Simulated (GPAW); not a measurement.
Runs of GPAW 26.7.0 on BeTe. It takes space group F-43m (No. 216, cubic). Conventional cell: a = 5.540 Å, b = 5.540 Å, c = 5.540 Å, α = 90.00°, β = 90.00°, γ = 90.00°. Te (site symmetry -43m) has 4 Be at 2.40 Å as nearest neighbours. Be (site symmetry -43m) is surrounded by 4 Te at 2.40 Å. 

```tsv
task	level	potentials or basis	spin	cell	k mesh	smearing	eigensolver	optimizer	fmax	max steps	convergence	gap on the mesh (eV)	pressure (GPa)	relaxed volume (Å³/atom)
relaxation of cell and atoms	BLYP+D3(BJ)	PAW data sets generated in the run's folder for this functional, pw	off	relaxed	8 × 8 × 8	fermi-dirac 0.05 eV	davidson	BFGS	0.02 eV/Å	100	density=1e-05 forces=0.0001	2.16	0.0	(a)
relaxation of cell and atoms	LDA	the program's PAW data sets (release 1.2.1) made for this functional, pw	off	relaxed	8 × 8 × 8	fermi-dirac 0.05 eV	-	FIRE	0.01 eV/Å	100	density=1e-05 forces=0.0001	1.79	0.0	(b)
single point	PBE	GPAW PAW data sets (gpaw-data 1.2.1), pw	off	as given	8 × 8 × 8	gaussian 0.013 eV	-	-	-	-	-	1.86	4.4	-
relaxation of cell and atoms	PBE	GPAW PAW data sets (gpaw-data 1.2.1), pw	off	relaxed	8 × 8 × 8	fermi-dirac 0.05 eV	-	BFGS	0.01 eV/Å	40	density=1e-05 forces=0.0001	2.03	0.0	22.75
relaxation of cell and atoms	BLYP+D4	PAW data sets generated in the run's folder for this functional, pw	off	relaxed	8 × 8 × 8	fermi-dirac 0.05 eV	davidson	BFGS	0.05 eV/Å	100	density=1e-05 forces=0.0001	2.22	0.0	(c)
single point	PBE	GPAW PAW data sets (gpaw-data 1.2.1), pw	off	as given	8 × 8 × 8	gaussian 0.012 eV	-	-	-	-	-	1.86	4.4	-
band structure	PBE	GPAW PAW data sets (gpaw-data 1.2.1), pw	SOC, no magnetisation	as given	6 × 6 × 6	fermi-dirac 0.05 eV	-	-	-	-	-	1.52	4.5	-
single point	PBE	GPAW PAW data sets (gpaw-data 1.2.1), pw	off	as given	8 × 8 × 8	gaussian 0.029 eV	-	-	-	-	-	1.86	4.4	-
```

Alike in all rows: cutoff (eV) 800.

Estimate the missing entries.

(a) 21.40; (b) 21.45; (c) 21.92.

Caveats: spin-orbit coupling is left out, which moves the levels of the heavy elements (some runs); later steps reuse the first step's grids (some runs); spin-orbit coupling was added after a scalar SCF, so levels and gaps hold it while energy, forces, pressure and moments don't (some runs); this program's spin-orbit splittings come out too wide for heavy elements (some runs).

A k mesh can miss the band edges, and rows without SOC leave out spin-orbit coupling on Te.
